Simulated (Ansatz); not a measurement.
# Calculation log, AlN (F-43m) (phonons)

Method: LDA, PAW on Ansatz 0.2.0's default frozen-core files (fitted under PBE), scalar-relativistic.

Cell and atoms were relaxed beforehand by PAW with this functional.

The structure is one entry of a database and needn't be the stable phase.

Launched as:

```sh
ansatz run input.yaml --threads 1 --pin off --max-ram 3072MiB --backend cpu --events-out ev --progress --plain --runs-dir out
```

input.yaml:

```yaml
crystal:
  lattice:
    - [0.0, 2.17114309343, 2.17114309343]
    - [2.17114309343, 0.0, 2.17114309343]
    - [2.17114309343, 2.17114309343, 0.0]
  atoms:
    - { symbol: Al, position: [0.0, 0.0, 0.0] }
    - { symbol: "N", position: [0.25, 0.25, 0.25] }
kpoints:
  mp_grid: { grid: [8, 8, 8] }
scf:
  occupations: { method: fixed }
hamiltonian:
  xc: lda
  pseudopotentials: { kind: paw }
phonons:
  qmesh: [2, 2, 2]
  qpath:
    path:
      - [0.0, 0.0, 0.0]
      - [-0.5, -0.5, 0.0]
      - [-0.375, -0.375, 0.25]
      - [-0.375, 0.0, 0.375]
      - [0.0, 0.0, 0.0]
      - [0.0, 0.0, 0.5]
      - [-0.5, -0.25, 0.25]
      - [-0.5, -0.5, 0.0]
    npoints: 6
  temperatures: { t_min: 0, t_max: 1000, t_step: 100 }
```

Output:

```
Warning: phonons: the dynamical matrix that this run interpolates holds no multipole term above the dipole-dipole one, and a site of this crystal is no centre of inversion, so its interpolated transverse optical and acoustic branches and sound speeds can stay off near Gamma, and the density of states and the thermodynamics with them. What a run solves at a wave vector of phonons.qpoints, Gamma apart, where the deck ...
Warning: RAYON_NUM_THREADS=1 ignored (pool sized by the plan → 1); use --threads N
Engine: ansatz 0.2.0, x86_64-unknown-linux-gnu
Pseudopotentials: kind: paw
Pseudopotential: Al, paw, valence charge 3, recommended cutoff 420 eV (normal), Al.paw.azcp
Pseudopotential: N, paw, valence charge 5, recommended cutoff 420 eV (normal), N.paw.azcp
Functional definition: SPW92
  exchange = slater_x
  correlation = pw_c
Crystal: 4 atoms, lattice volume = 40.938 Å³
Basis set: ecut = 420 eV, 799 PW (Γ), FFT grids on a1, a2, −a1+a2+a3
Bands: 12, of which v1, the nominal top of the filled ones, is band 8 counted from 1 (7 counted from 0)
Symmetry: 16 space group operations
k-points: 39 of 256 (time reversal used)
[... 156 lines left out ...]
        902.37      1            16.2168
  optical modes at Γ + LO–TO along q̂ = [0.0000, 0.0000, 1.0000]:
      ω (cm⁻¹)  modes    IR ((D/Å)²/amu)
        664.13      2            32.4335
        902.37      1            16.2168
--- Phonons (by wavevector): 3 wavevectors in 2 supercells ---
  supercell 1 (2 cells, vectors [1, 0, 0], [0, 1, -1], [0, 0, 2] in multiples of the cell's): 2 displaced members by 0.0025 Å; free energy -1779.623153 eV; taken off its force constants: by the sum rule 4.5e-4, by the ...
  symmetry images taken by strict's conditions (phonons.symmetry_images: auto; settled by no image being taken that strict refuses)
  supercell 2 (2 cells, vectors [1, 0, 0], [0, 1, 0], [0, 0, 2] in multiples of the cell's): 4 displaced members by 0.0025 Å; free energy -1779.623153 eV; taken off its force constants: by the sum rule 2.0e-4, by the ...
  symmetry images taken by strict's conditions (phonons.symmetry_images: auto; settled by no image being taken that strict refuses); asymmetry of the core-correction force 4.2e-8 eV/Å at the most on a site, 1.1e-7 eV/Å summed ...
  q = [0.0000, 0.0000, 0.0000] (star 1, supercell 1; hermiticity 0.00e0, symmetrization 4.59e-6): -0.00 -0.00 -0.00 664.13 664.13 664.13
  q = [0.0000, 0.0000, -0.5000] (star 4, supercell 2; hermiticity 6.15e-17, symmetrization 5.75e-16): 226.59 226.59 583.30 654.49 654.49 733.07
  q = [0.0000, -0.5000, -0.5000] (star 3, supercell 1; hermiticity 9.72e-17, symmetrization 2.87e-16): 337.93 337.93 590.84 667.81 667.81 718.48
  joined force constants: q→R imaginary residual 9.71e-18
  density of states and harmonic sums: on the 24×24×24 q-mesh, interpolated from the force constants of a 2×2×2 supercell (with the dipole–dipole term)
  largest difference from the sums on the solved wave vectors: F 3.09e-2 eV, S 6.38e-5 and C_V 3.17e-5 eV/K
```

The run converged.

### Zone-centre phonons

Harmonic phonons of a crystal by Kohn-Sham DFT at the given cell, standard atomic masses, acoustic sum rule imposed; negative wavenumbers are unstable modes; optical zone-centre levels upwards with Mulliken labels, activity, and the element with most of the kinetic energy.

```json
{
 "Point group": "-43m"
}
```

```csv
number,phonon wavenumber (cm⁻¹),label,infrared,raman,lead element
1,664.1,T2,yes,yes,N
```

Phonons on the q mesh:

One row a degenerate set, branches counted upwards.

```json
{
 "Unstable phonons": "no"
}
```

```
point  q a (r.l.u.)  q b (r.l.u.)  q c (r.l.u.)  branch  phonon wavenumber (cm⁻¹)  degeneracy
Gamma             0             0             0       4                     664.1           3
    L           0.5             0             0       1                     226.6           2
    L           0.5             0             0       3                     583.3           1
    L           0.5             0             0       4                     654.5           2
    L           0.5             0             0       6                     733.1           1
    X           0.5           0.5             0       1                     337.9           2
    X           0.5           0.5             0       3                     590.8           1
    X           0.5           0.5             0       4                     667.8           2
    X           0.5           0.5             0       6                     718.5           1
```

**Harmonic thermodynamics**

Sums over wave vectors interpolated from the q mesh.

```
Zero point energy : 97.44 meV/atom
```

```tsv
temperature (K)	phonon heat capacity (k_B/atom)	phonon entropy (k_B/atom)	phonon free energy (meV/atom)
100	0.3545	0.1354	97.14
200	1.168	0.6289	94.01
300	1.816	1.234	86
400	2.214	1.816	72.82
500	2.452	2.338	54.87
600	2.601	2.799	32.69
700	2.698	3.208	6.77
800	2.764	3.573	-22.47
900	2.811	3.901	-54.7
1000	2.845	4.199	-89.62
```

Known limits: frozen-core PAW files fitted under PBE, their cores solved anew for the functional of the run; this zinc-blende form is metastable at ambient conditions; no LO-TO term at the zone centre; coarse q mesh.

Cost: 16 s on 1 thread of Intel(R) Xeon(R) 6975P-C (Granite Rapids), with other jobs on the host, peak memory 0.46 GiB.
